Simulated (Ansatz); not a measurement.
# LiCl: shifting one sublattice

The task, for LiCl: map the energy as every Li atom is pushed off its site.

The COD entry's cell or inner coordinates are ideal or old and differ from later refinements, so a difference from it is no clean test against experiment.

Program: Ansatz 0.2.0. Level of theory: DFT PBE, scalar-relativistic, plane waves, PAW. These are calculated values, not measurements.

## 1. The starting structure

Symmetry: Fm-3m, No. 225, cubic system. The conventional cell has a = 5.130 Å, b = 5.130 Å, c = 5.130 Å, α = 90.00°, β = 90.00°, γ = 90.00°. Li (site symmetry m-3m) is surrounded by 6 Cl at 2.56 Å. Around Cl (site symmetry m-3m) lie 6 Li at 2.56 Å.

As a file:

```
CELL_PARAMETERS angstrom
0.00000 2.56476 2.56476
2.56476 0.00000 2.56476
2.56476 2.56476 0.00000
ATOMIC_POSITIONS crystal
Li 0.00000 0.00000 0.00000
Cl 0.50000 0.50000 0.50000
```

No relaxation comes first: the listed cell is the starting point.

## 2. The reference cell

Reference values: F = -1287.8334 eV; pressure 0.40 GPa; largest force 0.000 eV/Å; gap on the mesh 6.33 eV. It was computed beforehand with the settings of the runs below.

## 3. The scan: shifting one sublattice

Every Li atom is moved by x along the Cartesian unit vector (0.000, 1.000, 0.000); the cell and all other atoms stay fixed. Forces below are components along that vector, summed over the moved atoms.

## 4. x = -0.500 Å

input.yaml reads:

```yaml
crystal:
  lattice:
    - [0.0, 2.56476, 2.56476]
    - [2.56476, 0.0, 2.56476]
    - [2.56476, 2.56476, 0.0]
  atoms:
    - { symbol: Li, position: [-0.0974750074, 0.0974750074, -0.0974750074] }
    - { symbol: Cl, position: [0.5, 0.5, 0.5] }
basis:
  ecutwfc: 420
kpoints:
  mp_grid: { grid: [8, 8, 8] }
hamiltonian:
  xc: pbe
scf:
  occupations: { method: gaussian, width: 0.05 }
output:
  forces: true
  stress: true
  eigenvalues: true
```

On the command line:

```console
$ ansatz run input.yaml --threads 1 --pin off --max-ram 2560MiB --backend cpu --events-out ev --progress --plain --runs-dir out
```

## 5. At x = 0.375 Å

input.yaml: that of step 4 with these lines changed.

```diff
@@ -6,3 +6,3 @@
   atoms:
-    - { symbol: Li, position: [-0.0974750074, 0.0974750074, -0.0974750074] }
+    - { symbol: Li, position: [0.0731062556, -0.0731062556, 0.0731062556] }
     - { symbol: Cl, position: [0.5, 0.5, 0.5] }
```

## 6. x = -0.250 Å

input.yaml: that of step 5 with these lines changed.

```diff
@@ -6,3 +6,3 @@
   atoms:
-    - { symbol: Li, position: [0.0731062556, -0.0731062556, 0.0731062556] }
+    - { symbol: Li, position: [-0.0487375037, 0.0487375037, -0.0487375037] }
     - { symbol: Cl, position: [0.5, 0.5, 0.5] }
```

## 7. Point x = 0.125 Å

input.yaml: that of step 6 with these lines changed.

```diff
@@ -6,3 +6,3 @@
   atoms:
-    - { symbol: Li, position: [-0.0487375037, 0.0487375037, -0.0487375037] }
+    - { symbol: Li, position: [0.0243687519, -0.0243687519, 0.0243687519] }
     - { symbol: Cl, position: [0.5, 0.5, 0.5] }
@@ -20 +20,5 @@
   eigenvalues: true
+  write_density: true
+  write_potential: true
+  elf: true
+  volumetric_format: npy
```

## 8. At x = 0.438 Å

input.yaml reads:

```yaml
crystal:
  lattice:
    - [0.0, 2.56476, 2.56476]
    - [2.56476, 0.0, 2.56476]
    - [2.56476, 2.56476, 0.0]
  atoms:
    - { symbol: Li, position: [0.0852906315, -0.0852906315, 0.0852906315] }
    - { symbol: Cl, position: [0.5, 0.5, 0.5] }
basis:
  ecutwfc: 420
kpoints:
  mp_grid: { grid: [8, 8, 8] }
hamiltonian:
  xc: pbe
scf:
  occupations: { method: gaussian, width: 0.05 }
output:
  forces: true
  stress: true
  eigenvalues: true
```

## 9. Point x = 0.312 Å

input.yaml: that of step 8 with these lines changed.

```diff
@@ -6,3 +6,3 @@
   atoms:
-    - { symbol: Li, position: [0.0852906315, -0.0852906315, 0.0852906315] }
+    - { symbol: Li, position: [0.0609218796, -0.0609218796, 0.0609218796] }
     - { symbol: Cl, position: [0.5, 0.5, 0.5] }
```

## 10. x = 0.188 Å

input.yaml: that of step 9 with these lines changed.

```diff
@@ -6,3 +6,3 @@
   atoms:
-    - { symbol: Li, position: [0.0609218796, -0.0609218796, 0.0609218796] }
+    - { symbol: Li, position: [0.0365531278, -0.0365531278, 0.0365531278] }
     - { symbol: Cl, position: [0.5, 0.5, 0.5] }
@@ -20 +20,5 @@
   eigenvalues: true
+  write_density: true
+  write_potential: true
+  elf: true
+  volumetric_format: npy
```

## 11. x = 0.062 Å

input.yaml reads:

```yaml
crystal:
  lattice:
    - [0.0, 2.56476, 2.56476]
    - [2.56476, 0.0, 2.56476]
    - [2.56476, 2.56476, 0.0]
  atoms:
    - { symbol: Li, position: [0.0121843759, -0.0121843759, 0.0121843759] }
    - { symbol: Cl, position: [0.5, 0.5, 0.5] }
basis:
  ecutwfc: 420
kpoints:
  mp_grid: { grid: [8, 8, 8] }
hamiltonian:
  xc: pbe
scf:
  occupations: { method: gaussian, width: 0.05 }
output:
  forces: true
  stress: true
  eigenvalues: true
```

(Steps that only read results are left out.)

**Question.** What will these runs give?

As calculated:

| quantity | value |
| --- | --- |
| force constant along x, from the points at -0.250, 0 and 0.062 Å | 0.76 eV/Å² |

What this shows: The restoring force grows by 0.76 eV/Å per Å near the site. The step of 0.25 Å is wide, so anharmonic terms mix in. No sampled point lies below the undisturbed cell. The gap on the mesh stays between 6.18 and 6.33 eV.
